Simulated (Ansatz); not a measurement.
Relaxation of a periodic cell of 17 atoms, Si (host Si, host structure diamond, interstitial Si), to a largest force component of 0.03 eV/Å in at most 60 steps.

Theory: DFT PBEsol, scalar-relativistic, plane waves, PAW in Ansatz 0.2.0. Settings: PAW set soft_1, cutoff 420 eV, k mesh 2x2x2, gaussian smearing 0.05 eV, no spin polarisation.

```xyz
17
Lattice="0.0000 5.4300 5.4300 5.4300 0.0000 5.4300 5.4300 5.4300 0.0000" Properties=species:S:1:pos:R:3:forces:R:3
Si 0.000 0.000 0.000 -0.26 -0.20 1.85
Si 1.357 1.357 1.357 0.13 0.13 0.01
Si 2.715 2.715 0.000 -0.14 -0.14 -0.15
Si 4.072 4.072 1.357 -0.29 -0.30 -0.31
Si 2.715 0.000 2.715 -0.02 -0.13 -0.13
Si 4.072 1.357 4.072 -1.83 0.23 0.26
Si 5.430 2.715 2.715 -0.30 2.01 -0.22
Si 6.787 4.072 4.072 0.13 0.02 0.13
Si 0.000 2.715 2.715 -0.13 -0.03 -0.13
Si 1.357 4.072 4.072 0.28 -2.18 0.37
Si 2.715 5.430 2.715 2.39 -0.36 -0.34
Si 4.072 6.787 4.072 0.03 0.14 0.14
Si 2.715 2.715 5.430 0.32 0.31 0.30
Si 4.072 4.072 6.787 0.15 0.15 0.15
Si 5.430 5.430 5.430 -0.13 -0.13 -0.04
Si 6.787 6.787 6.787 0.33 0.40 -2.36
Si 6.124 6.091 8.791 -0.64 0.12 0.47
```

**Question.** Where does it end, and by what steps?

**Answer.** The run converged. The force dipped under the threshold on the way, but the program's further checks kept it going. Limits of this set-up: coarse k mesh, PAW files made for another functional, a small cell, in which the defect meets its images. After 7 steps the energy has fallen by 0.988 eV; Si14 moved furthest, 0.47 Å.

```tsv
step	energy less start (eV)	largest force component (eV/Å)	accepted
0	0.0000	2.388	yes
1	-0.7095	1.031	yes
2	-0.9624	0.130	yes
3	-0.9807	0.081	yes
4	-0.9845	0.026	yes
5	-0.9857	0.021	yes
6	-0.9866	0.021	yes
7	-0.9879	0.021	yes
```

```xyz
17
Lattice="0.0000 5.4300 5.4300 5.4300 0.0000 5.4300 5.4300 5.4300 0.0000" Properties=species:S:1:pos:R:3
Si -0.090 -0.093 0.080
Si 1.284 1.283 1.366
Si 2.501 2.499 -0.217
Si 3.871 3.870 1.154
Si 2.678 0.075 2.790
Si 3.948 1.462 4.176
Si 5.341 2.796 2.621
Si 6.714 4.082 3.997
Si 0.077 2.676 2.790
Si 1.465 3.947 4.175
Si 2.797 5.338 2.622
Si 4.084 6.713 3.997
Si 2.961 2.959 5.673
Si 4.345 4.344 7.058
Si 5.507 5.506 5.391
Si 6.894 6.891 6.661
Si 6.044 6.044 8.758
```

Time of the run: 21 s on 1 thread of Intel(R) Xeon(R) 6975P-C (Granite Rapids), on a shared host, peak memory 0.56 GiB.
